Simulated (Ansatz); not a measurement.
**InSe in Ansatz: the effect of functional**

The system is InSe.

```
CELL_PARAMETERS angstrom
4.04733 0.00000 0.00000
-2.02366 3.50509 0.00000
0.00000 0.00000 18.05206
ATOMIC_POSITIONS crystal
In 0.33333 0.66667 0.07739
In 0.33333 0.66667 0.92261
In 0.00000 0.00000 0.42261
In 0.00000 0.00000 0.57739
Se 0.33333 0.66667 0.35298
Se 0.33333 0.66667 0.64702
Se 0.66667 0.33333 0.14700
Se 0.66667 0.33333 0.85300
```

Measurements of this composition are mostly on another form, of space group No. 160.

Alike in all runs:

```yaml
Program: Ansatz 0.2.0
Task: band structure
Potentials_or_basis: Ansatz PAW
k_mesh: 8 × 8 × 2
Occupations: fermi-dirac, width 0.05 eV
Spin: no spin polarisation
```

| functional | cutoff | gap on the mesh (eV) | pressure (GPa) | largest force (eV/Å) |
| --- | --- | --- | --- | --- |
| LDA | 420 eV (not typed: the program's choice for these potentials) | 0.50 | -2.3 | 0.15 |
| PBEsol | 420 eV (not typed: the program's choice for these potentials) | ? | ? | ? |
| r2SCAN | 500 eV (not typed: the program's choice for these potentials) | 1.14 | -0.1 | 0.03 |

Question: What does the run with functional PBEsol give?

Answer: gap on the mesh 0.64 eV; pressure -0.8 GPa; largest force 0.06 eV/Å.

Caveats: spin-orbit coupling is left out, which moves the levels of the heavy elements; the PAW data sets come from PBE, with cores solved anew for the run's functional, which leaves a small shift of forces and pressure; this functional lacks dispersion, which binds the layers, so the pressure and a relaxed spacing across them are unreliable (some runs).

Runs at the PBE level aren't shown here.
